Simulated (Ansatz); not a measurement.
Theory: DFT PBE, scalar-relativistic, plane waves, PAW in Ansatz 0.2.0. All cells share a 420 eV cutoff and Γ-centred k meshes spaced at most about 0.3 Å⁻¹ (about 0.25 or finer for metals, 2π included). No spin polarisation.

The zero of energy is the elements' standard structures at the same level (O₂ as a molecule); no fitted shifts are applied. The references include grey tin.

Temperature and zero-point effects are left out. Only the structures computed here compete, so a lower one can exist. Weakly bound directions are ill-defined at this level, which has no dispersion term. Kohn–Sham gaps at this level usually fall short of measured ones.

A search for SrSn2O3 gave 6 distinct relaxed structures. Coordination counts O atoms around Sn and Sr (those within 1.25 times the shortest such distance or 1.15 times the sum of covalent radii; a plus sign parts nearer from farther groups). Cells relaxed within their symmetry can be saddle points.

Question: Which structure of SrSn2O3 came out lowest?

Answer: The one with space group P6mm (No. 183), reached from: ErCo3Ge2 type (P6mm). It has a = 5.726 Å, c = 6.142 Å, 29.1 Å³/atom, a gap of 1.30 eV on the mesh. Sr has 6 O at 2.92 Å and 6 Sn at 3.78 Å; Sn is surrounded by 3 O at 2.07 Å, 3 Sn at 3.31 Å and 3 Sr at 3.78 Å; O is surrounded by 2 Sn at 2.07 Å, 4 O at 2.86 Å and 2 Sr at 2.92 Å. Its energy over the elements is −1.495 eV/atom. Whether it is stable depends on the other phases of the system, which aren't compared here. An observed structure of this formula, if there is one, may be missing.

```yaml
crystal:
  lattice:
    - [5.72634, 0.00000, 0.00000]
    - [-2.86317, 4.95915, 0.00000]
    - [0.00000, 0.00000, 6.14177]
  atoms:
    - { symbol: Sr, position: [0.00000, 0.00000, 0.51388] }
    - { symbol: Sn, position: [0.66667, 0.33333, 0.21484] }
    - { symbol: Sn, position: [0.33333, 0.66667, 0.21484] }
    - { symbol: O, position: [0.50000, 0.50000, 0.41669] }
    - { symbol: O, position: [0.50000, 0.00000, 0.41669] }
    - { symbol: O, position: [0.00000, 0.50000, 0.41669] }
```

Question: How much higher is the P-3m1 structure with 16.8 Å³/atom and coordination Sr 2+6, Sn 1 (reached from: Li3PrBi2 type (P-3m1))?

Answer: 293 meV/atom. Its gap on the mesh is 1.30 eV.

Question: How much higher is the P6/mmm structure with 31.3 Å³/atom and coordination Sr 6, Sn 1 (reached from: random cell)?

Answer: 0.94 eV/atom. It has no gap on its mesh.

Some structure types and database cells were kept out of the candidates from the start, so a known form may be missing.
